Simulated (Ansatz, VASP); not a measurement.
One calculation of Si, two programs

The input INCAR:

```
SYSTEM = Si
PREC = Accurate
ENCUT = 520
EDIFF = 1E-6
ISMEAR = 0
SIGMA = 0.1
LREAL = .False.
LASPH = .True.
NELM = 60
ALGO = Normal
ISIF = 2
LWAVE = .False.
LCHARG = .True.
LDIPOL = .True.
IDIPOL = 3
DIPOL = 0.5 0.5 0.364
GGA = PE
IVDW = 12
LELF = .True.
LVHAR = .True.
LVACPOTAV = .True.
NBANDS = 16
```

File KPOINTS:

```
Automatic mesh
0
Gamma
  9 9 1
  0 0 0
```

POSCAR

```
Si
1.0
    3.8472023583      0.0000000000      0.0000000000
   -1.9236011791      3.3317749758      0.0000000000
    0.0000000000      0.0000000000     18.4446971457
Si
4
Direct
    0.3333333333      0.6666666667      0.2695814701
    0.6666666667      0.3333333333      0.2439725610
    0.1111111111      0.8888888889      0.4849468156
    0.4444444444      0.5555555556      0.4593379065
```

Input for Ansatz:

```yaml
crystal:
  lattice:
    - [3.8472023583, 0.0, 0.0]
    - [-1.9236011791, 3.3317749758, 0.0]
    - [0.0, 0.0, 18.4446971457]
  atoms:
    - { symbol: Si, position: [0.3333333333, 0.6666666667, 0.2695814701] }
    - { symbol: Si, position: [0.6666666667, 0.3333333333, 0.243972561] }
    - { symbol: Si, position: [0.1111111111, 0.8888888889, 0.4849468156] }
    - { symbol: Si, position: [0.4444444444, 0.5555555556, 0.4593379065] }
basis:
  ecutwfc: 420
kpoints:
  mp_grid: { grid: [9, 9, 1] }
hamiltonian:
  xc: pbe
  dispersion: d3bj
scf:
  occupations: { method: gaussian, width: 0.1 }
output:
  forces: true
  eigenvalues: true
efield:
  axis: 3
  dipole_correction: true
  ramp_width: 0.04
```

Alike in both runs: task single point; functional PBE; dispersion D3(BJ); k mesh 9 × 9 × 1; occupations gaussian, width 0.1 eV; no spin polarisation.

```csv
,VASP,Ansatz
version,VASP 6.6.1,Ansatz 0.2.0
potentials or method,"VASP PAW PBE potentials, release 64 (Si)","scalar-relativistic, plane waves, PAW"
plane-wave cutoff (eV),520,420
valence electrons in the cell,16,16
```

|  | VASP | Ansatz | Ansatz less VASP |
| --- | --- | --- | --- |
| gap on the k mesh at the Fermi level (eV) | 0.37 | 0.37 | 0.000 |
| least direct gap on the mesh (eV) | 0.37 | 0.37 | 0.000 |
| rms of the force components (eV/Å) | 0.160 | 0.163 | +0.0028 |

Atom by atom the forces differ by 0.004 eV/Å (rms over components).
